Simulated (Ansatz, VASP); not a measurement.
# One calculation of Se, two programs

INCAR

```
SYSTEM = Se
  PREC = Accurate
  ENCUT = 520
  EDIFF = 1E-6
  ISMEAR = 0
  SIGMA = 0.1
  LREAL = .FALSE.
  LASPH = .TRUE.
  NELM = 100
  ALGO = Normal
  ISIF = 2
  LWAVE = .FALSE.
  LCHARG = .TRUE.
  GGA = PS
  LELF = .TRUE.
  LVHAR = .TRUE.
  NBANDS = 34
```

Contents of KPOINTS:

```
Automatic mesh
0
G
  4 4 4
  0 0 0
```

The input POSCAR:

```
Se
1.0
    5.9801658726      0.0000000000      0.0000000000
    0.0000000000      5.9801658726      0.0000000000
    0.0000000000      0.0000000000      5.9801658726
Se
8
Direct
    0.5000000000      0.5000000000      0.5000000000
    0.0000000000      0.0000000000      0.0000000000
    0.2500000000      0.0000000000      0.5000000000
    0.5000000000      0.2500000000      0.0000000000
    0.5000000000      0.7500000000      0.0000000000
    0.7500000000      0.0000000000      0.5000000000
    0.0000000000      0.5000000000      0.7500000000
    0.0000000000      0.5000000000      0.2500000000
```

Input for Ansatz:

```yaml
crystal:
  lattice:
    - [5.9801658726, 0.0, 0.0]
    - [0.0, 5.9801658726, 0.0]
    - [0.0, 0.0, 5.9801658726]
  atoms:
    - { symbol: Se, position: [0.5, 0.5, 0.5] }
    - { symbol: Se, position: [0.0, 0.0, 0.0] }
    - { symbol: Se, position: [0.25, 0.0, 0.5] }
    - { symbol: Se, position: [0.5, 0.25, 0.0] }
    - { symbol: Se, position: [0.5, 0.75, 0.0] }
    - { symbol: Se, position: [0.75, 0.0, 0.5] }
    - { symbol: Se, position: [0.0, 0.5, 0.75] }
    - { symbol: Se, position: [0.0, 0.5, 0.25] }
basis:
  ecutwfc: 420
kpoints:
  mp_grid: { grid: [4, 4, 4] }
hamiltonian:
  xc: pbesol
scf:
  occupations: { method: gaussian, width: 0.1 }
  lower_state_search: "off"
output:
  forces: true
  stress: true
  eigenvalues: true
```

Alike in both runs: task single point; functional PBEsol; k mesh 4 × 4 × 4; occupations gaussian, width 0.1 eV; no spin polarisation.

|  | VASP | Ansatz |
| --- | --- | --- |
| version | VASP 6.6.1 | Ansatz 0.2.0 |
| potentials or method | VASP PAW PBE potentials, release 64 (Se) | scalar-relativistic, plane waves, PAW |
| plane-wave cutoff (eV) | 520 | 420 |
| valence electrons in the cell | 48 | 128 |

|  | VASP | Ansatz | Ansatz less VASP |
| --- | --- | --- | --- |
| gap on the k mesh at the Fermi level (eV) | none | none | - |
| pressure (GPa) | -11.9 | -11.9 | -0.01 |

A gap of «none» marks a metal or a gap that the smearing closes. The two sets of potentials don't hold the same shells in valence.

Caveats: the PAW data sets were made with another functional, which shifts forces and pressure a little (VASP).
